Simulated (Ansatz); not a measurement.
## How much does W in Ru(0001), 2x2 scatter?

How strong a scatterer is W in Ru(0001), 2x2, and does relaxation matter?

Program: Ansatz 0.2.0. Level of theory: Ansatz plane-wave DFT, PBE, PAW files; ballistic transport by layer matching (Landauer), zero bias; PAW set soft_1, in the first sound run; inputs show where later runs differ. Results are calculated unless marked as measured.

### Step 1. Set-up

The cell holds 64 atoms: 63 Ru and 1 W. Its edges and angles: a = 5.412 Å, b = 5.412 Å, c = 34.255 Å, α = 90.0°, β = 90.0°, γ = 120.0°. It derives from Ru. Regions: lead, 40 atoms (40 Ru); scattering region, 24 atoms (23 Ru and 1 W). The structure is stacked along c, and the current runs across the ab planes.

### Step 2. Transmission at ideal sites

The defect sits in one plane of the supercell, all atoms on ideal sites; the layers about the cell's end are the lead. The mesh across the current, 12×12, is finer than the density's, because channels open and close sharply across the zone. Energies from -0.1 to 0.1 eV in steps of 0.05 eV are too few for the program's thermal sum, so it prints no conductance; for a metal the transmission near the Fermi level serves, at a fraction of the cost.

File input.yaml:

```yaml
crystal:
  lattice:
    - [5.4116, 0.0, 0.0]
    - [-2.7058, 4.6865830751, 0.0]
    - [0.0, 0.0, 34.2552]
  atoms:
    - { symbol: Ru, position: [0.1666666667, 0.3333333333, 0.03125] }
    - { symbol: Ru, position: [0.1666666667, 0.8333333333, 0.03125] }
    - { symbol: Ru, position: [0.6666666667, 0.3333333333, 0.03125] }
    - { symbol: Ru, position: [0.6666666667, 0.8333333333, 0.03125] }
    - { symbol: Ru, position: [0.3333333333, 0.1666666667, 0.09375] }
    - { symbol: Ru, position: [0.3333333333, 0.6666666667, 0.09375] }
    - { symbol: Ru, position: [0.8333333333, 0.1666666667, 0.09375] }
    - { symbol: Ru, position: [0.8333333333, 0.6666666667, 0.09375] }
    - { symbol: Ru, position: [0.1666666667, 0.3333333333, 0.15625] }
    - { symbol: Ru, position: [0.1666666667, 0.8333333333, 0.15625] }
    - { symbol: Ru, position: [0.6666666667, 0.3333333333, 0.15625] }
    - { symbol: Ru, position: [0.6666666667, 0.8333333333, 0.15625] }
    - { symbol: Ru, position: [0.3333333333, 0.1666666667, 0.21875] }
    - { symbol: Ru, position: [0.3333333333, 0.6666666667, 0.21875] }
    - { symbol: Ru, position: [0.8333333333, 0.1666666667, 0.21875] }
    - { symbol: Ru, position: [0.8333333333, 0.6666666667, 0.21875] }
    - { symbol: Ru, position: [0.1666666667, 0.3333333333, 0.28125] }
    - { symbol: Ru, position: [0.1666666667, 0.8333333333, 0.28125] }
    - { symbol: Ru, position: [0.6666666667, 0.3333333333, 0.28125] }
    - { symbol: Ru, position: [0.6666666667, 0.8333333333, 0.28125] }
    - { symbol: Ru, position: [0.3333333333, 0.1666666667, 0.34375] }
    - { symbol: Ru, position: [0.3333333333, 0.6666666667, 0.34375] }
    - { symbol: Ru, position: [0.8333333333, 0.1666666667, 0.34375] }
    - { symbol: Ru, position: [0.8333333333, 0.6666666667, 0.34375] }
    - { symbol: Ru, position: [0.1666666667, 0.3333333333, 0.40625] }
    - { symbol: Ru, position: [0.1666666667, 0.8333333333, 0.40625] }
    - { symbol: Ru, position: [0.6666666667, 0.3333333333, 0.40625] }
    - { symbol: Ru, position: [0.6666666667, 0.8333333333, 0.40625] }
    - { symbol: Ru, position: [0.3333333333, 0.1666666667, 0.46875] }
    - { symbol: Ru, position: [0.3333333333, 0.6666666667, 0.46875] }
    - { symbol: Ru, position: [0.8333333333, 0.1666666667, 0.46875] }
    - { symbol: Ru, position: [0.8333333333, 0.6666666667, 0.46875] }
    - { symbol: W, position: [0.1666666667, 0.3333333333, 0.53125] }
    - { symbol: Ru, position: [0.1666666667, 0.8333333333, 0.53125] }
    - { symbol: Ru, position: [0.6666666667, 0.3333333333, 0.53125] }
    - { symbol: Ru, position: [0.6666666667, 0.8333333333, 0.53125] }
    - { symbol: Ru, position: [0.3333333333, 0.1666666667, 0.59375] }
    - { symbol: Ru, position: [0.3333333333, 0.6666666667, 0.59375] }
    - { symbol: Ru, position: [0.8333333333, 0.1666666667, 0.59375] }
    - { symbol: Ru, position: [0.8333333333, 0.6666666667, 0.59375] }
    - { symbol: Ru, position: [0.1666666667, 0.3333333333, 0.65625] }
    - { symbol: Ru, position: [0.1666666667, 0.8333333333, 0.65625] }
    - { symbol: Ru, position: [0.6666666667, 0.3333333333, 0.65625] }
    - { symbol: Ru, position: [0.6666666667, 0.8333333333, 0.65625] }
    - { symbol: Ru, position: [0.3333333333, 0.1666666667, 0.71875] }
    - { symbol: Ru, position: [0.3333333333, 0.6666666667, 0.71875] }
    - { symbol: Ru, position: [0.8333333333, 0.1666666667, 0.71875] }
    - { symbol: Ru, position: [0.8333333333, 0.6666666667, 0.71875] }
    - { symbol: Ru, position: [0.1666666667, 0.3333333333, 0.78125] }
    - { symbol: Ru, position: [0.1666666667, 0.8333333333, 0.78125] }
    - { symbol: Ru, position: [0.6666666667, 0.3333333333, 0.78125] }
    - { symbol: Ru, position: [0.6666666667, 0.8333333333, 0.78125] }
    - { symbol: Ru, position: [0.3333333333, 0.1666666667, 0.84375] }
    - { symbol: Ru, position: [0.3333333333, 0.6666666667, 0.84375] }
    - { symbol: Ru, position: [0.8333333333, 0.1666666667, 0.84375] }
    - { symbol: Ru, position: [0.8333333333, 0.6666666667, 0.84375] }
    - { symbol: Ru, position: [0.1666666667, 0.3333333333, 0.90625] }
    - { symbol: Ru, position: [0.1666666667, 0.8333333333, 0.90625] }
    - { symbol: Ru, position: [0.6666666667, 0.3333333333, 0.90625] }
    - { symbol: Ru, position: [0.6666666667, 0.8333333333, 0.90625] }
    - { symbol: Ru, position: [0.3333333333, 0.1666666667, 0.96875] }
    - { symbol: Ru, position: [0.3333333333, 0.6666666667, 0.96875] }
    - { symbol: Ru, position: [0.8333333333, 0.1666666667, 0.96875] }
    - { symbol: Ru, position: [0.8333333333, 0.6666666667, 0.96875] }
kpoints:
  mp_grid: { grid: [5, 5, 1] }
hamiltonian:
  xc: pbe
  pseudopotentials: { kind: paw, azcp: { folder: soft_1 } }
scf:
  occupations: { method: fermi_dirac, width: 0.1 }
output:
  transmission: { leads: [[0, 8]], kmesh: [12, 12], e_range: [-0.1, 0.1], de: 0.05 }
  write_potential: true
  write_density: true
  volumetric_format: npy
  elf: true
```

Launch:

```console
ansatz run input.yaml --threads 4 --pin off --max-ram 15360MiB --backend cpu --events-out ev --progress --plain --runs-dir out
```

Numbers of over 12 decimals in the logs are rounded to 6 here.

The program printed:

```text
Engine: ansatz 0.2.0, x86_64-unknown-linux-gnu
Pseudopotentials: kind: paw
Pseudopotential: Ru, paw, valence charge 16, recommended cutoff 420 eV (normal), soft_1/Ru.paw.azcp
Pseudopotential: W, paw, valence charge 14, recommended cutoff 420 eV (normal), soft_1/W.paw.azcp
Functional definition: PBE
  parameter kappa = 0.804
  parameter beta = 0.066725
  exchange = pbe_x(kappa = kappa, mu = beta*pi^2/3)
  correlation = pbe_c(beta = beta)
Crystal: 64 atoms, lattice volume = 868.777 Å³
Basis set: ecut = 420 eV, 16909 PW (Γ)
Bands: 614, of which v1, the nominal top of the filled ones, is band 511 counted from 1 (510 counted from 0)
Symmetry: 12 space group operations
Space group: P-6m2 (ITA 187), of the structure as read, at distance tolerance 9.5e-5 Å
k-points: 5 of 25 (time reversal used)
Non-local potential: Ru, projectors of the file, l = 0: 3, l = 1: 2, l = 2: 2, l = 3: 1
Non-local potential: W, projectors of the file, l = 0: 3, l = 1: 2, l = 2: 2, l = 3: 1
PAW form: soft (Blöchl's): semilocal exchange-correlation on the pseudo side does not see the compensation charge
PAW one-centre angular grid: Ru, 590 points (default); XC on 64 Gauss nodes
PAW one-centre angular grid: W, 590 points (default); XC on 64 Gauss nodes
Initial density: superposition of atomic densities (chi_scale 0.1, normalization cell, long waves kept (reshape's long-wave potential 0.93 eV rms))
Initial wavefunctions: pseudopotential atomic-orbital guess
Functional: x = pbe(κ = 0.804, μ = 0.219515), c = pbe(β = 0.066725)
SCF iter   1: F=—  HF=-380805.140047 eV  |F-HF|=—  |Δ(HF+E_count)|=         —  Δρ=1.41e-1  dr2=6.30e3  ethr=3.10e-3  ⟨swp⟩=5.0  Hψ=9705  notcnv=0
preconditioner: auto → Kerker (q_TF=auto, 2.803 Å⁻¹)  [metal: Δε(μ)=0.007 eV  Ē_g=5.388 eV  σ=0.100 eV  W_gap=0.02  n_scr=348 (ndim 8)  ℏωp=28.5 eV  f_vac=0.000  D(μ)=57.00/eV (n_scr^D=546)]
SCF iter   2: F=—  HF=-380764.226354 eV  |F-HF|=—  |Δ(HF+E_count)|=    4.09e1  Δρ=7.43e-2  dr2=2.83e3  ethr=3.10e-3  ⟨swp⟩=2.0  Hψ=5534  notcnv=0  defer=79
SCF iter   3: F=—  HF=-380747.566546 eV  |F-HF|=—  |Δ(HF+E_count)|=    1.67e1  Δρ=1.38e-2  dr2=7.98e1  ethr=3.10e-3  ⟨swp⟩=3.2  Hψ=7029  notcnv=0  defer=60
SCF iter   4: F=—  HF=-380746.772482 eV  |F-HF|=—  |Δ(HF+E_count)|=   7.94e-1  Δρ=3.98e-3  dr2=1.55e1  ethr=3.10e-3  ⟨swp⟩=2.2  Hψ=3786  notcnv=0  defer=56
SCF iter   5: F=—  HF=-380746.720750 eV  |F-HF|=—  |Δ(HF+E_count)|=   5.17e-2  Δρ=1.77e-3  dr2=1.57e-1  ethr=1.52e-3  ⟨swp⟩=1.0  Hψ=3014  notcnv=0  defer=56
SCF iter   6: F=—  HF=-380746.717795 eV  |F-HF|=—  |Δ(HF+E_count)|=   2.95e-3  Δρ=3.39e-4  dr2=1.29e-2  ethr=1.53e-5  ⟨swp⟩=1.0  Hψ=3014  notcnv=0  defer=56
SCF iter   7: F=—  HF=-380746.717656 eV  |F-HF|=—  |Δ(HF+E_count)|=   1.40e-4  Δρ=9.68e-5  dr2=4.95e-4  ethr=1.26e-6  ⟨swp⟩=1.0  Hψ=3014  notcnv=0  defer=56
SCF iter   8: F=—  HF=-380746.717571 eV  |F-HF|=—  |Δ(HF+E_count)|=   8.46e-5  Δρ=2.48e-5  dr2=3.40e-5  ethr=4.84e-8  ⟨swp⟩=1.2  Hψ=3020  notcnv=0  defer=56
SCF iter   9: F=—  HF=-380746.719933 eV  |F-HF|=—  |Δ(HF+E_count)|=   2.36e-3  Δρ=4.92e-6  dr2=2.57e-6  ethr=3.33e-9  ⟨swp⟩=1.0  Hψ=3063  notcnv=0  defer=56
SCF iter  10: F=—  HF=-380746.719933 eV  |F-HF|=—  |Δ(HF+E_count)|=   2.97e-9  Δρ=1.28e-6  dr2=1.99e-7  ethr=2.51e-10  ⟨swp⟩=1.0  Hψ=3014  notcnv=0  defer=56
SCF iter  11: F=-380746.719933 eV  HF=-380746.719933 eV  |F-HF|=7.57e-9  |Δ(HF+E_count)|=  5.24e-10  Δρ=3.17e-7  dr2=8.15e-9  ethr=9.78e-12  ⟨swp⟩=7.6  Hψ=7033  notcnv=0
SCF 1 converged in 11 iterations: F = -380746.719933 eV  dr2 = 8.15e-9
  greatest PAW one-centre occupation: 1.000 electrons in one spin orbital (limit 2), on the Ru atom at site 33 (counted from 0), in its partial waves of l = 0
transmission: 120 of 1197 steps passed
transmission: 240 of 1197 steps passed
[...]
transmission: 1197 of 1197 steps passed
SCF converged after 11 iterations
Free energy (F): -380746.719933 eV
Harris-Foulkes:  -380746.719933 eV  (|F-HF|=7.57e-9)
Internal energy: -380744.704811 eV  (E = F + TS)
E sigma→0 (E₀):  -380745.712372 eV
Entropy (-TS):   -2.015121 eV (-31.486 meV/atom)
Fermi energy:    23.407388 eV
--- Per-component energies (eV) ---
  E_band       = -3553.860904
  E_kinetic    = 29437.950670
  E_local      = -80538.982147  (includes V_loc(G=0)·N_el)
  E_nonlocal   = 25962.176465
  E_hartree    = 26780.600895
  E_xc         = -10990.766585
  E_vxc        = -13793.027250  (∫ρ·V_xc dr)
  E_paw        = -229173.272771  (= ΣΔE_a)
  E_vpaw       = -18183.221760  (= ΣTr[D̂ρ^β])
  E_aug_tail   = 0.039488  (compensation charges beyond the density's cutoff)
  E_ewald      = -142222.450827
  E_smearing   = -2.015121  (= −TS)
  E_closure    = -0.000000  (closes the sum)
  Σ components = -380746.719933   (vs F -380746.719933, Δ=0.00e0)
--- Band table (eV; the first three rows and the last of 5) ---
  k-point 0: bands = [... 507 lower, 24.1658, 24.1698, 24.1698, 24.1712, 24.2262, 24.2370, 24.2370, 24.3376, ... 99 higher]
  k-point 1: bands = [... 507 lower, 23.5749, 23.5884, 23.8905, 23.9026, 23.9429, 23.9489, 23.9594, 23.9611, ... 99 higher]
  k-point 2: bands = [... 507 lower, 23.1054, 23.1211, 23.1550, 23.1982, 23.2378, 23.2928, 23.3090, 23.4462, ... 99 higher]
  k-point 4: bands = [... 507 lower, 23.0349, 23.0416, 23.0663, 23.0906, 23.0988, 23.1696, 23.3952, 23.4024, ... 99 higher]
--- Transmission ---
  basis      : 223 plane waves across, 63 finite elements along
  points     : 19, standing for a mesh of 12 x 12
  energies   : 5 from -0.100000 to 0.100000 eV about the Fermi level, 0.050000 eV apart; the leads are filled to 0.000000 eV, and channels, transmission and decay are at 0.000000 eV
  crystal 0  : Ru8, at the sites [0, 8], period 4.2819 Å, over 32.11 Å; its Hamiltonian steps by up to 1.8 meV
    offset         : up to 0.0000 Å between an atom of the period and one for which it stands
    channels       : 5.930556e0 a spin
    conductance    : none, the energies end too early or step too widely for 300 K: set another output.transmission.e_range or a lower de, or, where they end at an eighth of basis.ecutwfc, a higher one
  junction   : crystal 0 to crystal 0, 1.44 to 31.42 Å
    transmission   : 4.665057e0 a spin
    conductance    : none, the energies end too early or step too widely for 300 K: set another output.transmission.e_range or a lower de, or, where they end at an eighth of basis.ecutwfc, a higher one
```

The job ended after 7.8 min (4 threads of Intel Xeon Platinum 8259CL at 2.50GHz (Skylake/Cascade Lake), shared host; peak memory 8.2 GiB).

In the SCF lines HF is the Harris–Foulkes energy and dr2 the Hartree energy of the density residual, in eV; the loop may stop once dr2 is under the threshold and the program's other checks hold. Hψ counts applications of the Hamiltonian.

This step gave:

```
free energy                                    : -380746.7199 eV
energy at zero smearing                        : -380745.7124 eV
Fermi energy                                   : 23.41 eV
cell area                                      : 25.36 Å²
transmission per spin nearest the Fermi level  : 4.665
open channels per spin nearest the Fermi level : 5.931
step of the lead's potential                   : 1.8 meV
```

Per spin. Transmission, zone mean against energy, zero at the Fermi level:

| energy (eV) | transmission, zone mean |
| --- | --- |
| -0.1000 | 4.74 |
| -0.0500 | 4.77 |
| 0.0000 | 4.67 |
| 0.0500 | 4.66 |
| 0.1000 | 4.43 |

Per spin. Table of open channels, zone mean, lead by energy, zero at the Fermi level:

| energy (eV) | open channels, zone mean, lead |
| --- | --- |
| -0.1000 | 5.64 |
| -0.0500 | 6.01 |
| 0.0000 | 5.93 |
| 0.0500 | 5.81 |
| 0.1000 | 5.22 |

Transmission over k1 and k2. At 0.0000 eV from the Fermi level.

Values, 12 rows by 12 columns:
```
 3.8  4.9  4.4  2.7  2.7  4.4  4.9  3.8  4.5  3.4  3.4  4.5
 2.7  4.4  4.6  4.6  4.5  4.6  4.6  4.4  2.7  3.4  2.8  3.4
 1.9  2.7  4.6  6.4  5.2  5.2  6.4  4.6  2.7  1.9  3.4  3.4
 2.7  2.7  4.5  5.2  6.3  9.1  6.3  5.2  4.5  2.7  2.7  4.5
 3.8  4.4  4.6  5.2  9.1 11.2 11.2  9.1  5.2  4.6  4.4  3.8
 4.7  4.9  4.6  6.4  6.3 11.2 11.2 11.2  6.3  6.4  4.6  4.9
 3.8  3.8  4.4  4.6  5.2  9.1 11.2 11.2  9.1  5.2  4.6  4.4
 2.7  4.5  2.7  2.7  4.5  5.2  6.3  9.1  6.3  5.2  4.5  2.7
 1.9  3.4  3.4  1.9  2.7  4.6  6.4  5.2  5.2  6.4  4.6  2.7
 2.7  3.4  2.8  3.4  2.7  4.4  4.6  4.6  4.5  4.6  4.6  4.4
 3.8  4.5  3.4  3.4  4.5  3.8  4.9  4.4  2.7  2.7  4.4  4.9
 4.7  3.8  2.7  1.9  2.7  3.8  4.7  3.8  2.7  1.9  2.7  3.8
```
Columns: k1 (b1) from -0.5 to 0.417; rows upwards: k2 (b2) from -0.5 to 0.417.

Open channels over k1 and k2. At 0.0000 eV from the Fermi level.

Ten even steps from '_' (3.0) to '@' (12.0):
```
--==::....::==--==::::==
..::::::::::::::..::..::
__..::========::..__::::
....::====%%====::....==
--::::==%%@@@@%%==::::--
--==::====@@@@@@====::==
----::::==%%@@@@%%==::::
..==....::====%%====::..
__::::__..::========::..
..::..::..::::::::::::::
--==::::==--==::....::==
----..__..------..__..--
```
Columns: k1 (b1) from -0.5 to 0.417; rows upwards: k2 (b2) from -0.5 to 0.417.

Valence density in the ca plane at fractional y = 0.333, with atoms of Ru and W within 0.2 Å of it. It is the smooth field of the valence electrons, not physical close to the nuclei.

Ten even steps from '0' (0 e/Å³) to '9' (11 e/Å³), each cell a mean:
```
00000001100000000001000000000001000000000011
00000001100000000001000000000001000000000011
01100000000001100000000012100000000011000000
26630000000037520000000157410000000266300000
38940000000159830000000279620000000389510000
25520000000036510000000146410000000256300000
01100000000001100000000001000000000011000000
00000001100000000001000000000001000000000011
00000001100000000001000000000001000000000011
01100000000001100000000011100000000011000000
26630000000037520000000134310000000266300000
38940000000159830000000144410000000389510000
25520000000036510000000134300000000256300000
01100000000001100000000001000000000011000000
```
Columns run along c (16.0 Å, from fractional 0.27 to 0.73 of the cell), rows up along a (5.4 Å). Atoms in or near the plane, at fractional coordinates: Ru at (0.28, 0.17), Ru at (0.28, 0.67), Ru at (0.41, 0.17), Ru at (0.41, 0.67), W at (0.53, 0.17), Ru at (0.53, 0.67), Ru at (0.66, 0.17), Ru at (0.66, 0.67).

Electrostatic potential energy in the ca plane at fractional y = 0.333, with atoms of Ru and W within 0.2 Å of it. With pseudopotentials it is smooth inside the atoms' cores, unlike the true potential.

Ten even steps from '0' (-70 eV) to '9' (24 eV), each cell a mean:
```
99999986689999999976799999999876799999999866
99999986689999999976799999999976899999999866
86579998899975689998899865689988999865799988
41038999999730158999999620269999998410389999
30027999999610038999999500059999998300279999
51148999999831259999999621279999998511489999
86689998899986789998899976799988999866899988
99999986689999999976799999999876799999999866
99999986689999999976799998999876899999999866
86579998899975689998899866689988999865799988
41038999999730158999999655569999998410389999
30027999999610038999998655568999998300279999
51148999999831159999999655579999998511489999
86689998899986789998899876789988999866899988
```
Columns run along c (16.0 Å, from fractional 0.27 to 0.73 of the cell; values clipped at the 3rd and 97th percentile), rows up along a (5.4 Å). Atoms in or near the plane, at fractional coordinates: Ru at (0.28, 0.17), Ru at (0.28, 0.67), Ru at (0.41, 0.17), Ru at (0.41, 0.67), W at (0.53, 0.17), Ru at (0.53, 0.67), Ru at (0.66, 0.17), Ru at (0.66, 0.67).

ELF in the ca plane at fractional y = 0.333, with atoms of Ru and W within 0.2 Å of it. It is the smooth field of the valence electrons, not physical close to the nuclei.

Ten even steps from '0' (0.15) to '9' (0.66), each cell a mean:
```
22222125421222222135422322232245312222221255
22222125421222222135412323232145312222221245
35632222222246532222222257522222222356422222
78873222222388862221222588842221222688732222
77783232232487872232332686852332322777832322
68873221122378862221222488842221222688732211
24532212222235422223222246422223222245322222
22222125421222222135412333332145312222221255
22222125421222222135422211122245312222221245
35632222222246532222232257523322222356322222
78873222222388862221232697952321222688732222
87783232232487872232332770772332322777842322
68873221122378862221232598952321222688732211
24532222222235422222223146413222222245322222
```
Columns run along c (16.0 Å, from fractional 0.27 to 0.73 of the cell), rows up along a (5.4 Å). Atoms in or near the plane, at fractional coordinates: Ru at (0.28, 0.17), Ru at (0.28, 0.67), Ru at (0.41, 0.17), Ru at (0.41, 0.67), W at (0.53, 0.17), Ru at (0.53, 0.67), Ru at (0.66, 0.17), Ru at (0.66, 0.67).

Over the solved energies the transmission per spin lies between 4.43 and 4.77, out of 5.72 channels of the lead on average (up to 6.01).

### Step 3. Resistance at ideal sites

This step: Ansatz plane-wave DFT, PBE, PAW files; ballistic transport by layer matching (Landauer), zero bias; area resistance of the defect plane and resistivity an atomic per cent; PAW set soft_1 (Ansatz 0.2.0).

This step gave:

```
area resistance                                                                                 : 0.1434 fΩ m²
T over the leads' mean channel count                                                            : 0.7942
resistivity per at.% scaled from this dense plane, with the factor 3/4 for isotropic scattering : 2.009 µΩ cm
```

Averaged over the energies near the Fermi level, 79.4 % of the channels pass, which makes 0.143 fΩ m².

By hand, with T and the leads' channels N averaged over the energies near the Fermi level: RA = A (h/2e²)(1/T − 1/N) = 25.36×10⁻²⁰ m² × 12 906 Ω × (1/4.699 − 1/5.917) = 0.143 fΩ m². Per atomic per cent: RA × A / V_atom × 0.01 × 3/4 = 2.01 µΩ cm, with the host's V_atom = 13.57 Å³.

(Part 1 of 3 ends here.)

[Logs are printed without paths, hosts, clocks, repeated set-up lines and the standing remarks that a program may print on its own settings, such as how far it seeks lower states.]

[Hosts, paths, dates, database ids (printed as entryN), source tags and the programs' standing remarks are cut or masked in the printed files.]
